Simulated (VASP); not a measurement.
# RbBr (Fm-3m) in VASP: a series of runs

Runs on RbBr. Level: r2SCAN. Tasks: single point.

Program: VASP 6.6.1. These are calculated values, not measurements. Logs are shortened: lines on timing, memory, paths and dates and some standing lists are left out, and cuts for length are marked.

**1. Starting point**

The structure is cubic, space group Fm-3m (No. 225). Conventional cell: a = 6.854 Å, b = 6.854 Å, c = 6.854 Å, α = 90.00°, β = 90.00°, γ = 90.00°. Rb (site symmetry m-3m) has 6 Br at 3.43 Å as nearest neighbours. Br (site symmetry m-3m) is surrounded by 6 Rb at 3.43 Å.

**2. Single point, r2SCAN**

File INCAR:

```
PREC     = Accurate       # precision mode
ENCUT    = 350            # plane-wave cutoff, eV
EDIFF    = 1E-6           # SCF threshold, eV
ISMEAR   = 0              # smearing method
SIGMA    = 0.05           # smearing width, eV
LREAL    = False          # projectors in reciprocal space
LASPH    = True           # aspherical terms in the spheres
NELM     = 100            # most SCF steps
ALGO     = Normal         # electronic algorithm
ISIF     = 2              # what is computed and relaxed
LWAVE    = False          # write WAVECAR
LCHARG   = False          # write CHGCAR
METAGGA  = R2SCAN         # meta-GGA
LMIXTAU  = True         
NBANDS   = 15             # bands
ADDGRID  = False
```

File KPOINTS:

```
Automatic mesh
0
Gamma
  5 5 5
```

File POSCAR:

```
RbBr
1.0
    0.0000000000      3.4270000000      3.4270000000
    3.4270000000      0.0000000000      3.4270000000
    3.4270000000      3.4270000000      0.0000000000
Rb Br
1 1
Direct
    0.0000000000      0.0000000000      0.0000000000
    0.5000000000      0.5000000000      0.5000000000
```

Potentials or basis: VASP PAW PBE potentials, release 64 (Rb_sv, Br).

Started as:

```
$ cat potpaw_PBE.64/Rb_sv/POTCAR potpaw_PBE.64/Br/POTCAR > POTCAR
$ mpirun -np 1 vasp_std > vasp.out
```

OUTCAR:

```text
PREC = Accurate
   ENCUT = 350
   EDIFF = 1E-6
   ISMEAR = 0
   LREAL = False
   LASPH = True
   NELM = 100
   ISIF = 2
   METAGGA = R2SCAN

 Found     10 irreducible k-points:

 Following reciprocal coordinates:
            Coordinates               Weight
  0.000000  0.000000  0.000000      1.000000
  0.200000  0.000000  0.000000      8.000000
  0.400000  0.000000  0.000000      8.000000
  0.200000  0.200000  0.000000      6.000000
  0.400000  0.200000  0.000000     24.000000
 -0.400000  0.200000  0.000000     24.000000
   k-points           NKPTS =     10   k-points in BZ     NKDIM =     10   number of bands    NBANDS=     15
   number of dos      NEDOS =    301   number of ions     NIONS =      2
   total plane-waves  NPLWV =  27000
   dimension x,y,z NGX =    30 NGY =   30 NGZ =   30
   dimension x,y,z NGXF=    60 NGYF=   60 NGZF=   60
   ions per type =               1   1
   NGX,Y,Z   is equivalent  to a cutoff of  10.29, 10.29, 10.29 a.u.
   NGXF,Y,Z  is equivalent  to a cutoff of  20.58, 20.58, 20.58 a.u.
 SYSTEM =  unknown system
   PREC   = accura    normal or accurate (medium, high low for compatibility)
   ISTART =      0    job   : 0-new  1-cont  2-samecut
   ICHARG =      2    charge: 1-file 2-atom 10-const
   ISPIN  =      1    spin polarized calculation?
   LNONCOLLINEAR =      F non collinear calculations
   LSORBIT =      F    spin-orbit coupling
   LASPH  =      T    aspherical Exc in radial PAW
   ENCUT  =  350.0 eV  25.72 Ry    5.07 a.u.   7.39  7.39  7.39*2*pi/ulx,y,z
   NELM   =    100;   NELMIN=  2; NELMDL= -5     # of ELM steps
   EDIFF  = 0.1E-05   stopping-criterion for ELM
   LREAL  =      F    real-space projection
   EDIFFG = 0.1E-04   stopping-criterion for IOM
   NSW    =      0    number of steps for IOM
   IBRION =     -1    ionic relax: 0-MD 1-quasi-New 2-CG
   NFREE  =      0    steps in history (QN), initial steepest desc. (CG)
   ISIF   =      2    stress and relaxation
   ISYM   =      2    0-nonsym 1-usesym 2-fastsym
   POTIM  = 0.5000    time-step for ionic-motion
   TEBEG  =    0.0;   TEEND  =   0.0 temperature during run
   PSTRESS=    0.0 pullay stress
   NELECT =      16.0000    total number of electrons
   NUPDOWN=      -1.0000    fix difference up-down
   EMIN   =  10.00;   EMAX   =-10.00  energy-range for DOS
   EFERMI =   0.00;   METHOD = LEGACY
   ISMEAR =     0;   SIGMA  =   0.05  broadening in eV -4-tet -1-fermi 0-gaus
   EFERMI_NEDOS =   21; number of points for ismear=-14 and -15
   IALGO  =     38    algorithm
   IMIX   =      4    mixing-type and parameters
     AMIX     =   0.40;   BMIX     =  1.00
     AMIX_MAG =   1.60;   BMIX_MAG =  1.00
  volume/ion in A,a.u.               =      40.25       271.61
  Fermi-wavevector in a.u.,A,eV,Ry     =   0.955412  1.805467 12.419564  0.912812
  Thomas-Fermi vector in A             =   2.084247
   LORBIT       =      0    0 simple, 1 ext, 2 COOP (PROOUT), +10 PAW based schemes
   METAGGA = R2SCAN    functional components
   LHFCALC =     F    Hartree Fock is set to
   AEXX    =    0.0000 exact exchange contribution
   IVDW    =     0    specifies the selected vdW correction
   LEPSILON=     F    determine dielectric tensor
   LRPA    =     F    only Hartree local field effects (RPA)
 non-spin polarized calculation
 Gauss-broadening in eV      SIGMA  =   0.05
  energy-cutoff  :      350.00
  volume of cell :       80.50
 maximum number of plane-waves:      1243
 NGX is ok and might be reduce to    30
   NGX = 15   NGY = 15   NGZ = 15

 number of electron      16.0000000 magnetization

 Free energy of the ion-electron system (eV)
  ---------------------------------------------------
  ext. energy  EPLUGINS =         0.00000000
  ---------------------------------------------------
  free energy    TOTEN  =       -31.15059148 eV

  energy without entropy =      -31.15059148  energy(sigma->0) =      -31.15059148

 E-fermi :  -1.8276     XC(G=0):  -7.6317

 val. band max:       -2.1585255459   @ k =   0.0000   0.0000   0.0000
 cond. band min:       2.8109169403   @ k =   0.0000   0.0000   0.0000
 fundamental gap:      4.9694424862
 Fermi energy:        -1.8276184223

 k-point     1 :       0.0000    0.0000    0.0000
  band No.  band energies     occupation
      1     -27.3127      2.00000
      2     -14.7727      2.00000
      3     -10.8422      2.00000
      4     -10.8422      2.00000
      5     -10.8422      2.00000
      6      -2.1585      2.00000
      7      -2.1585      2.00000
      8      -2.1585      2.00000
      9       2.8109      0.00000
     10       5.7217      0.00000
     11       5.7217      0.00000
     12       5.7217      0.00000
     13       6.7914      0.00000
     14       6.7914      0.00000
     15       9.1822      0.00000

 k-point     2 :       0.2000    0.0000    0.0000
  band No.  band energies     occupation
      1     -27.3093      2.00000
      2     -14.7874      2.00000
      3     -10.8444      2.00000
      4     -10.8444      2.00000
      5     -10.8235      2.00000
      6      -2.5503      2.00000
      7      -2.2852      2.00000
      8      -2.2852      2.00000
      9       3.6812      0.00000
     10       5.5091      0.00000
     11       6.2104      0.00000
     12       6.2104      0.00000
     13       7.3825      0.00000
     14       7.3825      0.00000
     15      10.6548      0.00000

 k-point     3 :       0.4000    0.0000    0.0000
  band No.  band energies     occupation
      1     -27.3038      2.00000
      2     -14.8109      2.00000
      3     -10.8478      2.00000
      4     -10.8478      2.00000
      5     -10.7935      2.00000
      6      -3.0538      2.00000
      7      -2.4759      2.00000
      8      -2.4759      2.00000
      9       4.9602      0.00000
     10       5.9145      0.00000
     11       7.5182      0.00000
     12       7.5182      0.00000
     13       8.6296      0.00000
     14       8.6296      0.00000
     15       9.8833      0.00000

 k-point     4 :       0.2000    0.2000    0.0000
  band No.  band energies     occupation
      1     -27.3083      2.00000
      2     -14.7793      2.00000
      3     -10.8666      2.00000
      4     -10.8666      2.00000
      5     -10.8190      2.00000
      6      -2.6583      2.00000
      7      -2.2313      2.00000
      8      -2.2313      2.00000
      9       3.8050      0.00000
     10       4.8473      0.00000
     11       6.7383      0.00000
     12       6.7383      0.00000
     13       7.1075      0.00000
     14       7.8763      0.00000
     15      10.9975      0.00000

 k-point     5 :       0.4000    0.2000    0.0000
  band No.  band energies     occupation
      1     -27.3036      2.00000
      2     -14.7788      2.00000
      3     -10.8815      2.00000
      4     -10.8767      2.00000
      5     -10.8484      2.00000
      6      -2.8508      2.00000
      7      -2.4307      2.00000
      8      -2.3632      2.00000
      9       4.7241      0.00000
     10       5.1193      0.00000
     11       7.6855      0.00000
     12       7.8863      0.00000
     13       8.0167      0.00000
     14       8.1601      0.00000
     15       9.8678      0.00000

 k-point     6 :      -0.4000    0.2000    0.0000
  band No.  band energies     occupation
      1     -27.3018      2.00000
      2     -14.7863      2.00000
      3     -10.9171      2.00000
      4     -10.8607      2.00000
      5     -10.8220      2.00000
      6      -2.9475      2.00000
      7      -2.5012      2.00000
      8      -2.4908      2.00000
      9       5.2685      0.00000
     10       5.9002      0.00000
     11       7.4425      0.00000
     12       7.8673      0.00000
     13       8.0037      0.00000
     14       9.5990      0.00000
     15       9.8295      0.00000

 [... further k-points ...]

------------------------ aborting loop because EDIFF is reached ----------------------------------------

  FORCE on cell =-STRESS in cart. coord.  units (eV):
  Direction    XX          YY          ZZ          XY          YZ          ZX
  --------------------------------------------------------------------------------------
  -------------------------------------------------------------------------------------
  Total        0.2374377      0.2374377      0.2374377      0.0000000      0.0000000      0.0000000
  in kB        4.7259381      4.7259381      4.7259381      0.0000000      0.0000000      0.0000000
  external PRESSURE =       4.7259381 kB  Pullay stress =       0.0000000 kB

 VOLUME and BASIS-vectors are now :
 -----------------------------------------------------------------------------
  energy-cutoff  :      350.00
  volume of cell :       80.50
      direct lattice vectors                 reciprocal lattice vectors
     0.000000000  3.427000000  3.427000000    -0.145900204  0.145900204  0.145900204
     3.427000000  0.000000000  3.427000000     0.145900204 -0.145900204  0.145900204
     3.427000000  3.427000000  0.000000000     0.145900204  0.145900204 -0.145900204

 POSITION                                       TOTAL-FORCE (eV/Angst)
 -----------------------------------------------------------------------------------
      0.00000      0.00000      0.00000        -0.000000     -0.000000     -0.000000
      3.42700      3.42700      3.42700         0.000000      0.000000      0.000000
 -----------------------------------------------------------------------------------
    total drift:                                0.000000      0.000000      0.000000

  FREE ENERGIE OF THE ION-ELECTRON SYSTEM (eV)
  ---------------------------------------------------
  free  energy   TOTEN  =       -31.1505914788 eV

  energy  without entropy=      -31.1505914788  energy(sigma->0) =      -31.15059148
```

Run time: 42 s. Hardware: 1 thread of Intel Xeon Platinum 8375C at 2.90GHz (Ice Lake), shared host; peak memory 0.17 GiB.

These settings aren't checked as converged: the numbers below hold their error.

What came out:

- Free energy: -31.1506 eV
- Pressure: 0.5 GPa
- Band gap on the k mesh: 4.97 eV, direct

Caveat: the PAW data sets were made with another functional, which shifts forces and pressure a little.

**3. Single point, r2SCAN**

INCAR is that of step 2.

KPOINTS is that of step 2.

File POSCAR:

```
RbBr
1.0
    0.0000000000      3.4270000000      3.4270000000
    3.4270000000      0.0000000000      3.4270000000
    3.4270000000      3.4270000000      0.0000000000
Rb Br
1 1
Direct
   -0.0027730000      0.0260310000     -0.0127250000
    0.5081730000      0.5251300000      0.4723360000
```

Potentials or basis: VASP PAW PBE potentials, release 64 (Rb_sv, Br).

Started as:

```
$ cat potpaw_PBE.64/Rb_sv/POTCAR potpaw_PBE.64/Br/POTCAR > POTCAR
$ mpirun -np 1 vasp_std > vasp.out
```

OUTCAR:

```text
PREC = Accurate
   ENCUT = 350
   EDIFF = 1E-6
   ISMEAR = 0
   LREAL = False
   LASPH = True
   NELM = 100
   ISIF = 2
   METAGGA = R2SCAN

 Found     63 irreducible k-points:

 Following reciprocal coordinates:
            Coordinates               Weight
  0.000000  0.000000  0.000000      1.000000
  0.200000  0.000000  0.000000      2.000000
  0.000000  0.200000  0.000000      2.000000
  0.000000  0.000000  0.200000      2.000000
  0.200000  0.200000  0.200000      2.000000
  0.400000  0.000000  0.000000      2.000000
   k-points           NKPTS =     63   k-points in BZ     NKDIM =     63   number of bands    NBANDS=     15
   number of dos      NEDOS =    301   number of ions     NIONS =      2
   total plane-waves  NPLWV =  27000
   dimension x,y,z NGX =    30 NGY =   30 NGZ =   30
   dimension x,y,z NGXF=    60 NGYF=   60 NGZF=   60
   ions per type =               1   1
   NGX,Y,Z   is equivalent  to a cutoff of  10.29, 10.29, 10.29 a.u.
   NGXF,Y,Z  is equivalent  to a cutoff of  20.58, 20.58, 20.58 a.u.
 SYSTEM =  unknown system
   PREC   = accura    normal or accurate (medium, high low for compatibility)
   ISTART =      0    job   : 0-new  1-cont  2-samecut
   ICHARG =      2    charge: 1-file 2-atom 10-const
   ISPIN  =      1    spin polarized calculation?
   LNONCOLLINEAR =      F non collinear calculations
   LSORBIT =      F    spin-orbit coupling
[... 71 lines left out ...]
     10       5.7211      0.00000
     11       5.7247      0.00000
     12       5.7286      0.00000
     13       6.7938      0.00000
     14       6.7980      0.00000
[... 77 lines left out ...]
      2     -14.8112      2.00000
      3     -10.8473      2.00000
      4     -10.8469      2.00000
      5     -10.7920      2.00000
      6      -3.0536      2.00000
      7      -2.4756      2.00000
      8      -2.4749      2.00000
      9       4.9577      0.00000
     10       5.9145      0.00000
     11       7.5093      0.00000
     12       7.5141      0.00000
     13       8.6357      0.00000
     14       8.6417      0.00000
     15       9.8756      0.00000

 [... further k-points ...]

------------------------ aborting loop because EDIFF is reached ----------------------------------------

  FORCE on cell =-STRESS in cart. coord.  units (eV):
  Direction    XX          YY          ZZ          XY          YZ          ZX
  --------------------------------------------------------------------------------------
  -------------------------------------------------------------------------------------
  Total        0.2570776      0.2287786      0.2391505     -0.0019394      0.0012945      0.0050180
  in kB        5.1168486      4.5535867      4.7600283     -0.0386008      0.0257659      0.0998776
  external PRESSURE =       4.8101545 kB  Pullay stress =       0.0000000 kB

 VOLUME and BASIS-vectors are now :
 -----------------------------------------------------------------------------
  energy-cutoff  :      350.00
  volume of cell :       80.50
      direct lattice vectors                 reciprocal lattice vectors
     0.000000000  3.427000000  3.427000000    -0.145900204  0.145900204  0.145900204
     3.427000000  0.000000000  3.427000000     0.145900204 -0.145900204  0.145900204
     3.427000000  3.427000000  0.000000000     0.145900204  0.145900204 -0.145900204

 POSITION                                       TOTAL-FORCE (eV/Angst)
 -----------------------------------------------------------------------------------
      3.47260      6.80089      3.50671        -0.074926     -0.018645      0.047180
      3.41832      3.36020      3.54113         0.074926      0.018645     -0.047180
 -----------------------------------------------------------------------------------
    total drift:                                0.001395     -0.000467     -0.001523

  FREE ENERGIE OF THE ION-ELECTRON SYSTEM (eV)
  ---------------------------------------------------
  free  energy   TOTEN  =       -31.1476177343 eV

  energy  without entropy=      -31.1476177343  energy(sigma->0) =      -31.14761773
```

It took 3.5 min on 1 thread of Intel Xeon Platinum 8375C at 2.90GHz (Ice Lake), shared host; peak memory 0.19 GiB.

The run converged, but some of its settings lie outside the range that counts as converged, so its numbers aren't taken as properties of the crystal.

Results:

```yaml
Free_energy: -31.1476 eV
Pressure: 0.5 GPa
Largest_force: 0.090 eV/Å
Band_gap_on_the_k_mesh: 4.97 eV, direct
```

Caveat: the PAW data sets were made with another functional, which shifts forces and pressure a little.

(Part 1 of 2 ends here.)
